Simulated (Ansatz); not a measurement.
V (fcc)

Method: HSE06, scalar-relativistic; collinear spin; PAW, 420 eV, 10×10×10 k-mesh, Gaussian smearing of 0.05 eV; code Ansatz. The datasets are Ansatz's generated set soft_2.

```cif
data_structure
_symmetry_space_group_name_H-M 'P 1'
_symmetry_Int_Tables_number 1
_cell_length_a 2.6739
_cell_length_b 2.6739
_cell_length_c 2.6739
_cell_angle_alpha 60.000
_cell_angle_beta 60.000
_cell_angle_gamma 60.000
_cell_volume 13.52
loop_
_atom_site_label
_atom_site_type_symbol
_atom_site_fract_x
_atom_site_fract_y
_atom_site_fract_z
_atom_site_occupancy
V1 V 0.00000 0.00000 0.00000 1
```

At room temperature and ambient pressure V is bcc.

Magnetic state: ferromagnetic, site spin moments V 0.14 μB.

The volume is at zero pressure for this level.

Path: Γ–X–U | K–Γ–L–W–X, with Γ = (0.000, 0.000, 0.000), X = (0.500, 0.000, 0.500), U = (0.625, 0.250, 0.625), K = (0.375, 0.375, 0.750), L = (0.500, 0.500, 0.500), W = (0.500, 0.250, 0.750) in reciprocal vectors of the calculation's cell.

Problem. Is it a metal or an insulator, and if it has a gap, where are the band edges on this path?

Solution. A metal: bands cross the Fermi level.

Levels between -5 and 3 eV from the Fermi level at the path's named points:
| point | spin | below E_F (eV) | above E_F (eV) |
| --- | --- | --- | --- |
| Γ | up |  | 0.13 0.13 0.13 2.76 2.76 |
| Γ | down |  | 0.40 0.40 0.40 2.99 2.99 |
| X | up | -4.32 -3.72 |  |
| X | down | -4.16 -3.52 |  |
| U and K | up | -3.23 -2.87 -0.10 | 2.79 |
| U and K | down | -3.04 -2.68 | 0.14 2.99 |
| L | up | -4.44 | 0.19 0.19 0.36 |
| L | down | -4.24 | 0.44 0.46 0.46 |
| W | up | -2.94 -1.72 -1.72 | 2.24 |
| W | down | -2.78 -1.48 -1.48 | 2.44 |

The run wasn't fully tested for a lower electronic state. So small a moment in a metal hangs on mesh and smearing, and the real crystal may have none. For a metal under a hybrid functional this mesh is coarse. Site moments are of spin, integrated over atomic spheres.
